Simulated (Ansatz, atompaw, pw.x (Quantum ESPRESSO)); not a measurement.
What a changed setting does to a pw.x run (diamond Si)

Potential: PAW, atompaw 4.2.0.5, PBE; core [Ne], reference 3s1.5 3p2.5; waves: 3s (bound): rc 1.85 bohr; 3s channel at -0.05 Ry: rc 1.85 bohr; 3p (bound): rc 1.85 bohr; 3p channel at 3.6 Ry: rc 1.70 bohr; 3d channel at 0.3 Ry: rc 1.85 bohr; 3d channel at 1.7 Ry: rc 1.85 bohr; local part: ultrasoft scheme with l = 3 at 0 Ry, radius 1.75 bohr; core correction: smooth core density matched at 1.60 bohr; augmentation: gaussian compensation charge, radius 1.80 bohr; PAW radius 1.85 bohr; waves and projectors: custom polynom vanderbiltortho.

The reference run (k-mesh 8³, cutoffs 40/400 Ry, Fermi–Dirac 0.01 Ry, mixing_beta 0.4, conv_thr 1e-9, no spin) gives 0.05 GPa at 20.463 Å³/atom, where all-electron LAPW gives -0.05 GPa. This run, with its own iteration cap, changes ecutrho/ecutwfc to 16.

```
&control
  calculation='scf', prefix='x', pseudo_dir='./', outdir='./tmp', tstress=.true., disk_io='none'
/
&system
  ibrav=0, nat=2, ntyp=1, ecutwfc=40, ecutrho=640, nbnd=11,
  occupations='smearing', smearing='fd', degauss=0.01
/
&electrons
  conv_thr=1e-09, mixing_beta=0.4, electron_maxstep=60
/
ATOMIC_SPECIES
Si 1.0 Si.UPF
CELL_PARAMETERS angstrom
  0.00000000 2.73520428 2.73520428
  2.73520428 0.00000000 2.73520428
  2.73520428 2.73520428 0.00000000
ATOMIC_POSITIONS crystal
Si 0.0000 0.0000 0.0000
Si 0.2500 0.2500 0.2500
K_POINTS automatic
8 8 8 0 0 0
```

```bash
pw.x < Si.scf.in > Si.scf.out
```

**Question.** How does the run end?

**Answer.** It converges in 7 iterations; the free energy moves by +0.0 meV/atom and the pressure by +0.00 GPa. The result is that of the reference run.

```
Message from routine setup:
     using ibrav=0 with symmetry is DISCOURAGED, use correct ibrav instead
     lattice parameter (alat)  =       7.3098  a.u.
     unit-cell volume          =     276.1823 (a.u.)^3
     number of electrons       =         8.00
     number of Kohn-Sham states=           11
     kinetic-energy cutoff     =      40.0000  Ry
     charge density cutoff     =     640.0000  Ry
     scf convergence threshold =      1.0E-09
     Exchange-correlation= SLA PW PBX PBC
     number of k points=    29  Fermi-Dirac smearing, width (Ry)=  0.0100
     negative rho (up, down):  2.091E-03 0.000E+00
     iteration #  1     ecut=    40.00 Ry     beta= 0.40
     negative rho (up, down):  2.234E-03 0.000E+00
     total energy              =     -93.46638926 Ry
     estimated scf accuracy    <       0.07992744 Ry
     iteration #  2     ecut=    40.00 Ry     beta= 0.40
     negative rho (up, down):  2.095E-03 0.000E+00
     total energy              =     -93.45971795 Ry
     estimated scf accuracy    <       0.01903562 Ry
     iteration #  3     ecut=    40.00 Ry     beta= 0.40
     negative rho (up, down):  1.698E-03 0.000E+00
     total energy              =     -93.46148431 Ry
     estimated scf accuracy    <       0.00043837 Ry
     iteration #  4     ecut=    40.00 Ry     beta= 0.40
     negative rho (up, down):  1.543E-03 0.000E+00
     total energy              =     -93.46169906 Ry
     estimated scf accuracy    <       0.00000203 Ry
     iteration #  5     ecut=    40.00 Ry     beta= 0.40
     negative rho (up, down):  1.355E-03 0.000E+00
     total energy              =     -93.46170518 Ry
     estimated scf accuracy    <       0.00000028 Ry
     iteration #  6     ecut=    40.00 Ry     beta= 0.40
     negative rho (up, down):  1.362E-03 0.000E+00
     total energy              =     -93.46170525 Ry
     estimated scf accuracy    <       0.00000004 Ry
     iteration #  7     ecut=    40.00 Ry     beta= 0.40
     negative rho (up, down):  1.363E-03 0.000E+00
     the Fermi energy is     6.2919 ev
!    total energy              =     -93.46170525 Ry
     estimated scf accuracy    <          4.4E-10 Ry
     smearing contrib. (-TS)   =      -0.00028093 Ry
     The total energy is F=E-TS. E is the sum of the following terms:
     one-electron contribution =       5.55374611 Ry
     hartree contribution      =       1.11261669 Ry
     xc contribution           =      -5.59588491 Ry
     ewald contribution        =     -16.67485408 Ry
     one-center paw contrib.   =     -77.85704813 Ry
     convergence has been achieved in   7 iterations
     negative rho (up, down):  1.363E-03 0.000E+00
          total   stress  (Ry/bohr**3)                   (kbar)     P=        0.47
     Message from routine punch:
     Nothing written, as per user request (disk_io='none')
```

The run took about 10 s on one core of a shared host (AMD EPYC 9R45 96-Core Processor, 96 threads, 376 GiB, load 56).
